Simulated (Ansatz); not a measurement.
**HgTe: stress in a strained cell**

Aim: deform HgTe (equal xy, yz and zx engineering shear strains of +2 %) and compute stress, forces and field gradients with LAPW, PAW and all-electron datasets made for the crystal.

Program: Ansatz 0.2.0. Level of theory: DFT LDA, scalar-relativistic. These are calculated values, not measurements.

### Step 1. The structure to begin with

The structure is cubic, space group F-43m (No. 216). The conventional cell has a = 6.447 Å, b = 6.447 Å, c = 6.447 Å, α = 90.00°, β = 90.00°, γ = 90.00°. Hg (site symmetry -43m) has 4 Te at 2.79 Å as nearest neighbours. Around Te (site symmetry -43m) lie 4 Hg at 2.79 Å.

Structure file:

```
CELL_PARAMETERS angstrom
0.00000 3.22350 3.22350
3.22350 0.00000 3.22350
3.22350 3.22350 0.00000
ATOMIC_POSITIONS crystal
Hg 0.00000 0.00000 0.00000
Te 0.75000 0.75000 0.75000
```

Atoms are numbered in the order of the input: Hg1, Te2.

### Step 2. The deformed structure

Space group F-43m before, R3m after.

### Step 3. All-electron LAPW

input.yaml reads:

```yaml
crystal:
  lattice:
    - [0.06447, 3.255735, 3.255735]
    - [3.255735, 0.06447, 3.255735]
    - [3.255735, 3.255735, 0.06447]
  atoms:
    - { symbol: Hg, position: [0.0, 0.0, 0.0] }
    - { symbol: Te, position: [0.75, 0.75, 0.75] }
kpoints:
  mp_grid: { grid: [11, 11, 11] }
  band_path:
    path:
      - [0.0, 0.0, 0.0]
      - [-0.5, -0.5, -0.5]
      - [-0.5, -0.2451701269, -0.7548298731]
      - [-0.2451701269, 0.2451701269, -0.5]
      - [0.0, 0.0, -0.5]
      - [0.0, 0.0, 0.0]
      - [0.0, 0.3725850634, -0.3725850634]
      - [-0.3725850634, 0.0, -0.6274149366]
      - [-0.5, 0.0, -0.5]
    npoints: 5
scf:
  occupations: { method: fermi_dirac, width: 0.03 }
hamiltonian:
  xc: lda
  pseudopotentials: { kind: all_electron, lapw: { basis_error: 0.0005 } }
output:
  forces: true
  stress: true
  eigenvalues: true
```

Run with:

```console
ansatz run input.yaml --threads 1 --pin off --max-ram 3072MiB --backend cpu --events-out ev --progress --plain --runs-dir out
```

### Step 4. PAW with frozen cores

input.yaml reads:

```yaml
crystal:
  lattice:
    - [0.06447, 3.255735, 3.255735]
    - [3.255735, 0.06447, 3.255735]
    - [3.255735, 3.255735, 0.06447]
  atoms:
    - { symbol: Hg, position: [0.0, 0.0, 0.0] }
    - { symbol: Te, position: [0.75, 0.75, 0.75] }
kpoints:
  mp_grid: { grid: [11, 11, 11] }
scf:
  occupations: { method: fermi_dirac, width: 0.03 }
hamiltonian:
  xc: lda
  pseudopotentials: { kind: paw }
output:
  forces: true
  stress: true
  eigenvalues: true
  efg: { contact_densities: true }
```

### Step 5. Datasets made for this crystal

Changes to input.yaml since step 4:

```diff
@@ -14,3 +14,3 @@
   xc: lda
-  pseudopotentials: { kind: paw }
+  pseudopotentials: { kind: all_electron, datasets: crystal }
 output:
```

(Steps that only read results are left out.)

**Question.** What will these runs give? Wanted: pressure; largest shear or deviatoric stress.

The runs gave:

```
                                 quantity                                              value
                                 pressure  LAPW -0.16, PAW -0.18, crystal datasets -0.16 GPa
largest shear or deviatoric stress (LAPW)                                           0.77 GPa
```

The largest part of the stress beyond the pressure is 0.77 GPa in size; the atoms are carried along and not relaxed. No run of the undeformed cell stands beside it, so the pressure holds what the given cell had before the change. PAW: stress within 0.01 GPa of LAPW, forces within 1 meV/Å. Crystal datasets: stress within 0.01 GPa of LAPW, forces within 1 meV/Å. Spin-orbit coupling is left out, though the cell holds Hg; in elements this heavy it can shift bands and gaps by tenths of an eV.
